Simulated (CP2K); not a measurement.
# Sb: band structure with PBE

Crystal: Sb.

```
Sb
1.0
     3.51997    0.00000    0.00000
     0.70770    3.41684    0.00000
    -2.15308   -1.71674    2.24142
Sb
1
Direct
  0.00000 0.00000 0.00000
```

This isn't the form of Sb at room conditions, which is rhombohedral.

* Program: CP2K 2026.2
* Task: band structure
* Functional: PBE
* Potentials or basis: POTENTIAL_UZH Sb GTH-PBE-q5; ccGRB-D basis
* Density cutoff: 6123 eV
* k mesh: 10 × 10 × 12
* Occupations: fermi-dirac, width 0.05 eV
* Spin: no spin polarisation
* SCF solver: diagonalisation with k points
* Quickstep method: GPW
* EPS_DEFAULT: 1.0E-10
* EPS_SCF: 1.0E-6
* MAX_SCF: 100
* SCF_GUESS: ATOMIC
* k points reduced by the point group: yes
* Mesh centred on Gamma: yes
* CHOLESKY: OFF
* EPS_EIGVAL: 1.0E-7
* MIXING METHOD: BROYDEN_MIXING
* MIXING ALPHA: 0.4
* NBUFFER: 8
* NGRIDS: 5
* Basis sets: Sb ccGRB-D-q5
* Potentials: Sb GTH-PBE-q5 of POTENTIAL_UZH
* ADDED_MOS: [8]
* Points a segment of the path (NPOINTS): 8
* Bands added on the path: 2
* REL_CUTOFF (Ry): 60 Ry
* MIXING BETA (1/bohr): 1.5 1/bohr
* CUTOFF of the grids: 450 Ry

- Pressure: 3.9 GPa
- Band gap on the k mesh: none (metal or under the smearing width)

Stress tensor (GPa, compression positive):
```
 2.97 -0.06  0.30
-0.06  3.37 -0.67
 0.30 -0.67  5.40
```

Levels at the corners of the path, in eV from the Fermi level:
| point | band 1 | band 2 | band 3 | band 4 | band 5 |
| --- | --- | --- | --- | --- | --- |
| X | -9.09 | -5.82 | 1.78 | 5.41 | 6.30 |
| Γ | -12.95 | 4.59 | 5.45 | 5.68 | 9.96 |
| Y | -9.32 | -5.86 | 2.02 | 5.69 | 6.53 |
| L | -6.75 | -4.47 | -0.94 | 0.80 | 3.77 |
| Γ | -12.95 | 4.59 | 5.45 | 5.68 | 9.96 |
| Z | -9.13 | -5.81 | 1.62 | 5.52 | 6.12 |
| N | -6.62 | -4.33 | -1.10 | 0.59 | 3.59 |
| Γ | -12.95 | 4.59 | 5.45 | 5.68 | 9.96 |
| M | -9.34 | -5.69 | 2.11 | 2.36 | 6.16 |
| R | -9.15 | -5.84 | 1.89 | 5.48 | 6.42 |
| Γ | -12.95 | 4.59 | 5.45 | 5.68 | 9.96 |

It took 18 s on 1 thread of Arm Neoverse V2, on a shared host, peak memory 0.22 GiB.

Caveat: spin-orbit coupling is left out, which moves the levels of the heavy elements; the basis of atomic orbitals isn't converged, which shifts pressures, moduli and gaps.
